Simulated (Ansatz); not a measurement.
Wires are cut from relaxed bulk Al (Fm-3m, 16.19 Å³/atom, gap on the mesh 0.00 eV); atoms and period are relaxed, and energies count from that bulk.

The calculation used Ansatz 0.2.0, DFT PBEsol, scalar-relativistic, plane waves, PAW.

Cutoff 420 eV; k points 1×1×19 on the computed 17-atom cell (Γ-centred); Gaussian smearing, width 0.05 eV; no spin polarisation.

Start ([110] wire, 17 host atoms a period):

```
CELL_PARAMETERS angstrom
17.50000 0.00000 0.00000
0.00000 19.30000 0.00000
0.00000 0.00000 2.83945
ATOMIC_POSITIONS crystal
Al 0.25662 0.55202 0.00000
Al 0.25662 0.34395 0.00000
Al 0.58113 0.76008 0.00000
Al 0.58113 0.55202 0.00000
Al 0.58113 0.34395 0.00000
Al 0.50000 0.65605 0.50000
Al 0.50000 0.44798 0.50000
Al 0.50000 0.23992 0.50000
Al 0.33775 0.65605 0.50000
Al 0.33775 0.44798 0.50000
Al 0.66225 0.65605 0.50000
Al 0.66225 0.44798 0.50000
Al 0.41887 0.76008 0.00000
Al 0.41887 0.55202 0.00000
Al 0.41887 0.34395 0.00000
Al 0.74338 0.55202 0.00000
Al 0.74338 0.34395 0.00000
```

Give the relaxed structure and its energy.

The free energy falls by 40 meV/atom.

- excess energy (eV per host atom): 0.422
- line energy (eV/Å): 2.669
- period (Å): 2.687
- gap on the mesh (eV): 0

Relaxed structure:
```
CELL_PARAMETERS angstrom
17.50000 0.00000 0.00000
0.00000 19.30000 0.00000
0.00000 0.00000 2.68677
ATOMIC_POSITIONS crystal
Al 0.26206 0.55943 0.00000
Al 0.25649 0.34332 0.00000
Al 0.57780 0.76535 0.00000
Al 0.57966 0.54825 0.00000
Al 0.58759 0.33729 0.00000
Al 0.50000 0.65293 0.50000
Al 0.50000 0.44079 0.50000
Al 0.50000 0.23858 0.50000
Al 0.34232 0.66059 0.50000
Al 0.33158 0.44766 0.50000
Al 0.65768 0.66059 0.50000
Al 0.66842 0.44766 0.50000
Al 0.42220 0.76535 0.00000
Al 0.42034 0.54825 0.00000
Al 0.41241 0.33729 0.00000
Al 0.73794 0.55943 0.00000
Al 0.74351 0.34332 0.00000
```

Each run keeps its start's symmetry and one magnetic start, so lower states can exist.

It took 7.1 min on 4 threads of Intel(R) Xeon(R) Processor @ 2.50GHz (Skylake/Cascade Lake), on a shared host, peak memory 1.4 GiB.